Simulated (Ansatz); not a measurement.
# Silicon, omega (AlB2-type) under PBEsol: structure, energy and stiffness

The plan for silicon in the omega (AlB2-type) structure: relax it, solve it on a dense k-mesh, then scale the cell to 7 volumes from 88 to 112 % of the relaxed one and try a fit of the equation of state. Spin polarisation is left out. The k-meshes are 8×8×12 for the relaxation; 11×11×16 for the dense run; 9×9×14 for the volumes.

Computed with Ansatz 0.2.0 (DFT PBEsol, plane waves (420 eV) with PAW, scalar-relativistic; the PAW data stem from PBE, with regenerated cores, unless a step says otherwise).

## Step 1: The structure to begin with

Symmetry: P6/mmm, No. 191, hexagonal system. Conventional cell: a = 4.394 Å, b = 4.394 Å, c = 2.694 Å, α = 90.00°, β = 90.00°, γ = 120.00°. Around Si (site symmetry 6/mmm) lie 14 Si at 2.69 to 2.87 Å. Si (site symmetry -6m2) has 11 Si at 2.54 to 2.87 Å as nearest neighbours.

Coordinates:

```
CELL_PARAMETERS angstrom
4.39430 0.00000 0.00000
-2.19715 3.80557 0.00000
0.00000 0.00000 2.69371
ATOMIC_POSITIONS crystal
Si 0.00000 0.00000 0.00000
Si 0.33333 0.66667 0.50000
Si 0.66667 0.33333 0.50000
```

## Step 2: Relaxation of the cell

File input.yaml:

```yaml
crystal:
  lattice:
    - [4.3942991671, 0.0, 0.0]
    - [-2.1971495836, 3.8055747106, 0.0]
    - [0.0, 0.0, 2.6937053894]
  atoms:
    - { symbol: Si, position: [0.0, 0.0, 0.0] }
    - { symbol: Si, position: [0.3333333333, 0.6666666667, 0.5] }
    - { symbol: Si, position: [0.6666666667, 0.3333333333, 0.5] }
hamiltonian:
  xc: pbesol
  pseudopotentials:
    kind: paw
    azcp:
      Si: "pseudopotentials/Si.paw.azcp"
basis:
  ecutwfc: 420
  fft_grid_basis: typed
kpoints:
  mp_grid: { grid: [8, 8, 12], shift: [0, 0, 0] }
magnetization:
  spin_polarized: false
scf:
  occupations: { method: fermi_dirac, width: 0.1 }
relax:
  max_steps: 60
  f_tol: 0.01
  cell: {}
```

After this run come: The energy on a finer k-mesh; Equation of state: 88 %; Equation of state: 92 %; Equation of state: 96 %; Equation of state: 100 %; Equation of state: 104 %; Equation of state: 108 %; Equation of state: 112 %.

What does the calculation give? Wanted: space group; conventional cell; volume; shortest distance; gap on the mesh; relative to diamond; V₀, B₀, B₀′.

As calculated:

```
                      quantity                                   value
space group (spins left aside)                        P6/mmm (No. 191)
             conventional cell  a = 4.431 Å, c = 2.546 Å (c/a = 0.575)
                        volume                          14.431 Å³/atom
             shortest distance                                 2.546 Å
               gap on the mesh            none (levels filled in part)
           relative to diamond                           +376 meV/atom
                   V₀, B₀, B₀′            14.416 Å³/atom, 103 GPa, 4.4
```

The relaxation shrank the cell by 3.9 % in volume. It lies 376 meV/atom above the element's reference form at the same level (diamond, from a run of its own), so it is far from stable. Levels at the Fermi energy are filled in part, as in a metal. The fitted modulus is 103 GPa; letting shape and positions relax at each volume could only lower it. Relaxation kept the symmetry; phonons were not checked.
